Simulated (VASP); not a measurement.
Set up this calculation in VASP 6.6.1, as the native input.

| Item | Value |
| --- | --- |
| Task | relaxation of cell and atoms |
| Functional | PBE |
| Potentials or basis | VASP PAW PBE potentials, release 64 (Bi_d) |
| Cutoff | 600 eV |
| k mesh | 9 × 9 × 9 |
| Occupations | fermi-dirac, width 0.05 eV |
| Spin | no spin polarisation |
| Dipole correction | no |
| Further INCAR settings | ALGO = Normal; EDIFF = 1e-07; IBRION = 2; EDIFFG = -0.05; NSW = 60; ISIF = 3 |

The structure of Bi lies in POSCAR:

```
Bi
1.0
   -1.9814305300      1.9814305300      1.9814305300
    1.9814305300     -1.9814305300      1.9814305300
    1.9814305300      1.9814305300     -1.9814305300
Bi
1
Direct
    0.0000000000      0.0000000000      0.0000000000
```

This isn't the form of Bi at room conditions, which is rhombohedral.

These files were run (other wordings do the same):

INCAR

```
SYSTEM = Bi
ALGO = Normal
EDIFF = 1E-7
EDIFFG = -0.05
ENCUT = 600
GGA = PE
IBRION = 2
ISIF = 3
ISMEAR = -1
LASPH = .True.
LCHARG = .False.
LREAL = .False.
LWAVE = .False.
NELM = 100
NSW = 60
PREC = Accurate
SIGMA = 0.05
```

KPOINTS

```
k-points
0
Gamma
  9 9 9
  0 0 0
```

Potentials or basis: VASP PAW PBE potentials, release 64 (Bi_d).

Launch:

```sh
$ cat potpaw_PBE.64/Bi_d/POTCAR > POTCAR
$ mpirun -np 1 vasp_std > vasp.out
```

It gave:

```yaml
Relaxed_volume: 31.60 Å³/atom
Relaxed_cell: a = 3.450 Å, b = 3.450 Å, c = 3.450 Å, α = 109.47°, β = 109.47°, γ = 109.47°
Space_group_after_relaxing_to_0.05_Å: Im-3m (No. 229)
Energy_gained_by_relaxing: 1.3 meV/atom
Ionic_steps: 3
Pressure_after_relaxing: 0.0 GPa
Band_gap_on_the_k_mesh: none (metal or under the smearing width)
```

Caveat: spin-orbit coupling is left out, which moves the levels of the heavy elements.

Run time: 21 s on 1 thread of Intel(R) Xeon(R) Platinum 8488C (Sapphire Rapids), on a shared host, peak memory 0.16 GiB.
